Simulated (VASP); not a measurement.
# HfSi3 (I4/mmm) in VASP: notebook

One crystal, HfSi3, is run at these levels: PBE; tasks: single point.

All numbers are computed with VASP 6.6.1; they aren't measurements. Logs are shortened: lines on timing, memory, paths and dates and some standing lists are left out, and cuts for length are marked.

### 1 The crystal as given

Symmetry: I4/mmm, No. 139, tetragonal system. Conventional cell: a = 3.865 Å, b = 3.865 Å, c = 8.635 Å, α = 90.00°, β = 90.00°, γ = 90.00°. Hf (site symmetry 4/mmm) is surrounded by 12 Si at 2.73 to 2.90 Å. Si (site symmetry 4/mmm) has 4 Hf at 2.73 Å and 8 Si at 2.90 Å as nearest neighbours. Si (site symmetry -4m2) is surrounded by 8 Si at 2.73 to 2.90 Å and 4 Hf at 2.90 Å.

The cell was built by a generator and needn't be a form met in nature.

### 2 Single point, PBE

Input file INCAR:

```
ALGO = Normal ; EDIFF = 1E-6
ENCUT = 520 ; GGA = PE
ISIF = 2 ; ISMEAR = 0
LASPH = True ; LCHARG = False
LREAL = False ; LWAVE = False
NBANDS = 19 ; NELM = 100
PREC = Accurate ; SIGMA = 0.1
```

Input file KPOINTS:

```
k-points
0
Gamma
  6 6 6
```

Input file POSCAR:

```
HfSi3
1.0
   -1.9327287453      1.9327287453      4.3172642103
    1.9327287453     -1.9327287453      4.3172642103
    1.9327287453      1.9327287453     -4.3172642103
Hf Si
1 3
Direct
    0.0000000000      0.0000000000      0.0000000000
    0.5000000000      0.5000000000      0.0000000000
    0.2500000000      0.7500000000      0.5000000000
    0.7500000000      0.2500000000      0.5000000000
```

Potentials or basis: VASP PAW PBE potentials, release 64 (Hf_pv, Si).

Started as:

```
$ cat potpaw_PBE.64/Hf_pv/POTCAR potpaw_PBE.64/Si/POTCAR > POTCAR
$ mpirun -np 1 vasp_std > vasp.out
```

OUTCAR:

```text
EDIFF = 1E-6
   ENCUT = 520
   GGA = PE
   ISIF = 2
   ISMEAR = 0
   LASPH = True
   LREAL = False
   NELM = 100
   PREC = Accurate

 ion  position               nearest neighbor table
   1  0.000  0.000  0.000-   2 2.73   2 2.73   2 2.73   2 2.73   4 2.90   3 2.90   4 2.90   3 2.90
                             4 2.90   4 2.90   3 2.90   3 2.90
   2  0.500  0.500  0.000-   1 2.73   1 2.73   1 2.73   1 2.73   4 2.90   3 2.90   4 2.90   4 2.90
                             3 2.90   3 2.90   4 2.90   3 2.90
   3  0.250  0.750  0.500-   4 2.73   4 2.73   4 2.73   4 2.73   2 2.90   1 2.90   2 2.90   2 2.90
                             1 2.90   1 2.90   2 2.90   1 2.90
   4  0.750  0.250  0.500-   3 2.73   3 2.73   3 2.73   3 2.73   2 2.90   1 2.90   2 2.90   1 2.90
                             2 2.90   2 2.90   1 2.90   1 2.90

  LATTYP: Found a body centered tetragonal cell.
 ALAT       =     3.8654574906
 C/A-ratio  =     2.2337662338

  Lattice vectors:

 A1 = (  -1.9327287453,   1.9327287453,   4.3172642103)
 A2 = (   1.9327287453,  -1.9327287453,   4.3172642103)
 A3 = (   1.9327287453,   1.9327287453,  -4.3172642103)

Analysis of symmetry for initial positions (statically):
=====================================================================
 Subroutine PRICEL returns:
 Original cell was already a primitive cell.

 Routine SETGRP: Setting up the symmetry group for a
 body centered tetragonal supercell.

 Subroutine GETGRP returns: Found 16 space group operations
 (whereof 16 operations were pure point group operations)
 out of a pool of 16 trial point group operations.

The static configuration has the point symmetry D_4h.

Analysis of symmetry for dynamics (positions and initial velocities):
=====================================================================
 Subroutine PRICEL returns:
 Original cell was already a primitive cell.

 Routine SETGRP: Setting up the symmetry group for a
 body centered tetragonal supercell.

 Subroutine GETGRP returns: Found 16 space group operations
 (whereof 16 operations were pure point group operations)
 out of a pool of 16 trial point group operations.

The dynamic configuration has the point symmetry D_4h.

 Subroutine INISYM returns: Found 16 space group operations
 (whereof 16 operations are pure point group operations),
 and found     1 'primitive' translations

----------------------------------------------------------------------------------------

                                     Primitive cell

  volume of cell :      64.5075

  direct lattice vectors                    reciprocal lattice vectors
    -1.932728745  1.932728745  4.317264210     0.000000000  0.258701590  0.115814084
     1.932728745 -1.932728745  4.317264210     0.258701590  0.000000000  0.115814084
     1.932728745  1.932728745 -4.317264210     0.258701590  0.258701590  0.000000000

  length of vectors
     5.109760373  5.109760373  5.109760373     0.283442084  0.283442084  0.365859298

  position of ions in fractional coordinates (direct lattice)
     0.000000000  0.000000000  0.000000000
     0.500000000  0.500000000  0.000000000
     0.250000000  0.750000000  0.500000000
     0.750000000  0.250000000  0.500000000

  ion indices of the primitive-cell ions
   primitive index   ion index
                 1           1
                 2           2
                 3           3
                 4           4

----------------------------------------------------------------------------------------

 KPOINTS: k-points

Automatic generation of k-mesh.
 Grid dimensions read from file:
 generate k-points for:    6    6    6

 Generating k-lattice:

  Cartesian coordinates                     Fractional coordinates (reciprocal lattice)
     0.000000000  0.043116932  0.019302347     0.166666667  0.000000000  0.000000000
     0.043116932  0.000000000  0.019302347     0.000000000  0.166666667  0.000000000
     0.043116932  0.043116932  0.000000000     0.000000000  0.000000000  0.166666667

  Length of vectors
     0.047240347  0.047240347  0.060976550

  Shift w.r.t. Gamma in fractional coordinates (k-lattice)
     0.000000000  0.000000000  0.000000000

 Subroutine IBZKPT returns following result:
 ===========================================

 Found     30 irreducible k-points:

 Following reciprocal coordinates:
            Coordinates               Weight
  0.000000  0.000000  0.000000      1.000000
  0.166667  0.000000 -0.000000      8.000000
  0.333333  0.000000 -0.000000      8.000000
  0.500000  0.000000  0.000000      4.000000
  0.166667  0.166667 -0.000000      8.000000
  0.333333  0.166667 -0.000000     16.000000
[... 16 lines left out ...]
 -0.333333 -0.333333  0.166667      8.000000
 -0.166667 -0.333333  0.166667      8.000000
 [... further k-points ...]
   k-points           NKPTS =     30   k-points in BZ     NKDIM =     30   number of bands    NBANDS=     19
   number of dos      NEDOS =    301   number of ions     NIONS =      4
   total plane-waves  NPLWV =  64000
   dimension x,y,z NGX =    40 NGY =   40 NGZ =   40
   dimension x,y,z NGXF=    80 NGYF=   80 NGZF=   80
   ions per type =               1   3
   NGX,Y,Z   is equivalent  to a cutoff of  13.01, 13.01, 13.01 a.u.
   NGXF,Y,Z  is equivalent  to a cutoff of  26.03, 26.03, 26.03 a.u.
 SYSTEM =  unknown system
   PREC   = accura    normal or accurate (medium, high low for compatibility)
   ISTART =      0    job   : 0-new  1-cont  2-samecut
   ICHARG =      2    charge: 1-file 2-atom 10-const
   ISPIN  =      1    spin polarized calculation?
   LNONCOLLINEAR =      F non collinear calculations
   LSORBIT =      F    spin-orbit coupling
   LASPH  =      T    aspherical Exc in radial PAW
   ENCUT  =  520.0 eV  38.22 Ry    6.18 a.u.   9.50  9.50  9.50*2*pi/ulx,y,z
   NELM   =    100;   NELMIN=  2; NELMDL= -5     # of ELM steps
   EDIFF  = 0.1E-05   stopping-criterion for ELM
   LREAL  =      F    real-space projection
   EDIFFG = 0.1E-04   stopping-criterion for IOM
   NSW    =      0    number of steps for IOM
   IBRION =     -1    ionic relax: 0-MD 1-quasi-New 2-CG
   NFREE  =      0    steps in history (QN), initial steepest desc. (CG)
   ISIF   =      2    stress and relaxation
   ISYM   =      2    0-nonsym 1-usesym 2-fastsym
   POTIM  = 0.5000    time-step for ionic-motion
   TEBEG  =    0.0;   TEEND  =   0.0 temperature during run
   PSTRESS=    0.0 pullay stress
   NELECT =      22.0000    total number of electrons
   NUPDOWN=      -1.0000    fix difference up-down
   EMIN   =  10.00;   EMAX   =-10.00  energy-range for DOS
   EFERMI =   0.00;   METHOD = LEGACY
   ISMEAR =     0;   SIGMA  =   0.10  broadening in eV -4-tet -1-fermi 0-gaus
   EFERMI_NEDOS =   21; number of points for ismear=-14 and -15
   IALGO  =     38    algorithm
   IMIX   =      4    mixing-type and parameters
     AMIX     =   0.40;   BMIX     =  1.00
     AMIX_MAG =   1.60;   BMIX_MAG =  1.00
  volume/ion in A,a.u.               =      16.13       108.83
  Fermi-wavevector in a.u.,A,eV,Ry     =   1.143788  2.161446 17.799839  1.308251
  Thomas-Fermi vector in A             =   2.280482
   LORBIT       =      0    0 simple, 1 ext, 2 COOP (PROOUT), +10 PAW based schemes
   GGA     = PE    functional components
   LHFCALC =     F    Hartree Fock is set to
   AEXX    =    0.0000 exact exchange contribution
   IVDW    =     0    specifies the selected vdW correction
   LEPSILON=     F    determine dielectric tensor
   LRPA    =     F    only Hartree local field effects (RPA)
 non-spin polarized calculation
 Gauss-broadening in eV      SIGMA  =   0.10
  energy-cutoff  :      520.00
  volume of cell :       64.51
 maximum number of plane-waves:      1759
 NGX is ok and might be reduce to    40
   NGX = 19   NGY = 19   NGZ = 19

 number of electron      21.9999999 magnetization

 Free energy of the ion-electron system (eV)
  ---------------------------------------------------
  ext. energy  EPLUGINS =         0.00000000
  ---------------------------------------------------
  free energy    TOTEN  =       -26.63164600 eV

  energy without entropy =      -26.62454846  energy(sigma->0) =      -26.62809723

 E-fermi :   8.6428     XC(G=0): -11.3021

 val. band max:        8.5863468957   @ k =   0.5000   0.5000   0.1667
 cond. band min:       8.6485116127   @ k =  -0.3333  -0.3333   0.3333
 fundamental gap:      0.0621647170
 Fermi energy:         8.6427891795

 k-point     1 :       0.0000    0.0000    0.0000
  band No.  band energies     occupation
      1     -22.2035      2.00000
      2     -22.2035      2.00000
      3     -22.1479      2.00000
      4      -4.3119      2.00000
      5       2.3365      2.00000
      6       3.8396      2.00000
[... 11 lines left out ...]
     18      13.2342      0.00000
     19      14.4703      0.00000

 k-point     2 :       0.1667    0.0000   -0.0000
  band No.  band energies     occupation
      1     -22.2227      2.00000
      2     -22.2019      2.00000
      3     -22.1471      2.00000
      4      -3.9528      2.00000
      5       1.9503      2.00000
      6       3.0604      2.00000
[... 11 lines left out ...]
     18      13.7331      0.00000
     19      13.9844      0.00000

 k-point     3 :       0.3333    0.0000   -0.0000
  band No.  band energies     occupation
      1     -22.2608      2.00000
      2     -22.1987      2.00000
      3     -22.1456      2.00000
      4      -2.9253      2.00000
      5       0.4878      2.00000
      6       2.3421      2.00000
[... 11 lines left out ...]
     18      13.2861      0.00000
     19      13.6176      0.00000

 k-point     4 :       0.5000    0.0000    0.0000
  band No.  band energies     occupation
      1     -22.2797      2.00000
      2     -22.1970      2.00000
      3     -22.1448      2.00000
      4      -1.4736      2.00000
      5      -1.2538      2.00000
      6       2.5361      2.00000
[... 11 lines left out ...]
     18      14.6059      0.00000
     19      14.7217      0.00000

 k-point     5 :       0.1667    0.1667   -0.0000
  band No.  band energies     occupation
      1     -22.2220      2.00000
      2     -22.2196      2.00000
      3     -22.1471      2.00000
      4      -3.4917      2.00000
      5       1.2966      2.00000
      6       2.5770      2.00000
[... 11 lines left out ...]
     18      13.7748      0.00000
     19      14.8661      0.00000

 k-point     6 :       0.3333    0.1667   -0.0000
  band No.  band energies     occupation
      1     -22.2583      2.00000
      2     -22.2169      2.00000
      3     -22.1449      2.00000
      4      -2.4099      2.00000
      5       0.3448      2.00000
      6       1.6663      2.00000
[... 11 lines left out ...]
     18      13.6918      0.00000
     19      14.0265      0.00000

 k-point     7 :       0.5000    0.1667    0.0000
  band No.  band energies     occupation
      1     -22.2767      2.00000
      2     -22.2149      2.00000
      3     -22.1428      2.00000
      4      -1.4055      2.00000
      5      -0.8037      2.00000
      6       1.8619      2.00000
[... 11 lines left out ...]
     18      13.9901      0.00000
     19      14.4588      0.00000

 k-point     8 :      -0.3333    0.1667    0.0000
  band No.  band energies     occupation
      1     -22.2581      2.00000
      2     -22.2167      2.00000
      3     -22.1429      2.00000
      4      -2.8173      2.00000
      5       0.9725      2.00000
      6       2.4517      2.00000
[... 256 lines left out ...]
 k-point    20 :       0.5000    0.5000    0.1667
  band No.  band energies     occupation
      1     -22.2531      2.00000
      2     -22.2529      2.00000
      3     -22.1422      2.00000
      4      -0.8450      2.00000
      5      -0.2871      2.00000
      6       0.9755      2.00000
[... 11 lines left out ...]
     18      14.3145      0.00000
     19      14.7304      0.00000

 k-point    21 :      -0.3333    0.5000    0.1667
  band No.  band energies     occupation
      1     -22.2584      2.00000
      2     -22.2171      2.00000
      3     -22.1471      2.00000
      4      -1.7107      2.00000
      5      -0.3960      2.00000
      6       0.8628      2.00000
[... 11 lines left out ...]
     18      14.1113      0.00000
     19      14.2976      0.00000

 k-point    22 :      -0.1667    0.5000    0.1667
  band No.  band energies     occupation
      1     -22.2610      2.00000
      2     -22.1989      2.00000
      3     -22.1484      2.00000
      4      -2.3213      2.00000
      5      -0.1856      2.00000
      6       1.0013      2.00000
[... 11 lines left out ...]
     18      13.9868      0.00000
     19      14.7635      0.00000

 k-point    23 :      -0.3333   -0.3333    0.1667
  band No.  band energies     occupation
      1     -22.2221      2.00000
      2     -22.2204      2.00000
      3     -22.1513      2.00000
      4      -2.8468      2.00000
      5      -0.2274      2.00000
      6       2.3158      2.00000
[... 11 lines left out ...]
     18      13.8075      0.00000
     19      14.3250      0.00000

 k-point    24 :      -0.1667   -0.3333    0.1667
  band No.  band energies     occupation
      1     -22.2231      2.00000
      2     -22.2023      2.00000
      3     -22.1513      2.00000
      4      -3.4942      2.00000
      5       0.3235      2.00000
      6       2.7050      2.00000
[... 11 lines left out ...]
     18      13.7256      0.00000
     19      13.9187      0.00000

 [... further k-points ...]
[... 5 lines left out ...]
  --------------------------------------------------------------------------------------
  -------------------------------------------------------------------------------------
  Total       -2.1344313     -2.1344313      0.5632882      0.0000000     -0.0000000      0.0000000
  in kB      -53.0129939    -53.0129939     13.9904225      0.0000000     -0.0000000      0.0000000
  external PRESSURE =     -30.6785218 kB  Pullay stress =       0.0000000 kB

 VOLUME and BASIS-vectors are now :
 -----------------------------------------------------------------------------
  energy-cutoff  :      520.00
  volume of cell :       64.51
      direct lattice vectors                 reciprocal lattice vectors
    -1.932728745  1.932728745  4.317264210     0.000000000  0.258701590  0.115814084
     1.932728745 -1.932728745  4.317264210     0.258701590  0.000000000  0.115814084
     1.932728745  1.932728745 -4.317264210     0.258701590  0.258701590  0.000000000

 POSITION                                       TOTAL-FORCE (eV/Angst)
 -----------------------------------------------------------------------------------
      0.00000      0.00000      0.00000        -0.000000      0.000000     -0.000000
      0.00000      0.00000      4.31726        -0.000000      0.000000     -0.000000
      1.93273      0.00000      2.15863         0.000000      0.000000     -0.000000
      0.00000      1.93273      2.15863        -0.000000     -0.000000      0.000000
 -----------------------------------------------------------------------------------
    total drift:                               -0.000000     -0.000000      0.000000

  FREE ENERGIE OF THE ION-ELECTRON SYSTEM (eV)
  ---------------------------------------------------
  free  energy   TOTEN  =       -26.6316460005 eV

  energy  without entropy=      -26.6245484623  energy(sigma->0) =      -26.62809723
```

Run time: 39 s. Hardware: 1 thread of Intel Xeon Platinum 8259CL at 2.50GHz (Skylake/Cascade Lake), shared host; peak memory 0.25 GiB.

What came out:

| Property | Result |
| --- | --- |
| Free energy | -26.6316 eV |
| Pressure | -3.1 GPa |
| Band gap on the k mesh | none (metal or under the smearing width) |

Levels at points of the mesh, in eV from the Fermi level:
```
           k point  band 8  band 9  band 10  band 11  band 12  band 13  band 14  band 15
(0.00, 0.00, 0.00)   -3.63   -3.22    -2.94    -0.57    -0.57     0.64     1.14     3.28
(0.50, 0.00, 0.00)   -3.33   -1.80    -0.75    -0.50     0.02     0.82     1.24     2.22
(0.50, 0.50, 0.00)   -4.78   -4.49    -3.05     0.12     0.80     1.48     2.94     3.31
(0.50, 0.50, 0.50)   -3.44   -1.92     0.22     0.22     0.93     2.14     2.27     2.50
```

Caveat: the k mesh is coarse (spacing up to 0.38 Å⁻¹), so the values aren't converged. Spin-orbit coupling is left out, which matters for the levels of Hf.

### 3 Single point, PBE

This run uses another cell than the first one, of 15.82 Å³/atom, 0.981 times its volume.

Input file INCAR:

```
SYSTEM = HfSi3
PREC = Accurate
ENCUT = 520
EDIFF = 1E-6
ISMEAR = 0
SIGMA = 0.1
LREAL = .False.
LASPH = .True.
NELM = 100
ALGO = Fast
ISIF = 2
LWAVE = .False.
LCHARG = .False.
GGA = PE
NBANDS = 19
```

Input file KPOINTS:

```
Automatic mesh
0
Gamma
  16 16 16
  0 0 0
```

Input file POSCAR:

```
HfSi3
1.0
   -1.8917211059      1.8917211059      4.4193558001
    1.8917211059     -1.8917211059      4.4193558001
    1.8917211059      1.8917211059     -4.4193558001
Hf Si
1 3
Direct
    0.0000000000      0.0000000000      0.0000000000
    0.5000000000      0.5000000000      0.0000000000
    0.2500000000      0.7500000000      0.5000000000
    0.7500000000      0.2500000000      0.5000000000
```

Potentials or basis: VASP PAW PBE potentials, release 64 (Hf_pv, Si).

Started as:

```
$ cat potpaw_PBE.64/Hf_pv/POTCAR potpaw_PBE.64/Si/POTCAR > POTCAR
$ mpirun -np 1 vasp_std > vasp.out
```

Wall time 8.4 min (1 thread of Intel Xeon Platinum 8259CL at 2.50GHz (Skylake/Cascade Lake), shared host); peak memory 0.54 GiB.

Results (log left out):

```yaml
Free_energy: -26.6803 eV
Pressure: -0.1 GPa
Band_gap_on_the_k_mesh: none (metal or under the smearing width)
```

Levels at points of the mesh, in eV from the Fermi level:
```tsv
k point	band 7	band 8	band 9	band 10	band 11	band 12	band 13	band 14	band 15	band 16
(0.00, 0.00, 0.00)	-3.61	-3.61	-3.23	-2.64	-0.38	-0.38	0.69	1.08	3.75	4.33
(0.50, 0.00, 0.00)	-6.15	-3.30	-2.14	-0.74	-0.42	0.14	1.00	1.07	2.45	3.80
(0.50, 0.50, 0.00)	-6.10	-5.04	-4.45	-3.26	-0.15	0.48	1.56	2.91	3.22	3.42
(0.50, 0.50, 0.50)	-3.35	-3.35	-2.10	0.20	0.20	0.92	1.94	2.18	2.19	2.32
```

Spin-orbit coupling is left out, which matters for the levels of Hf.
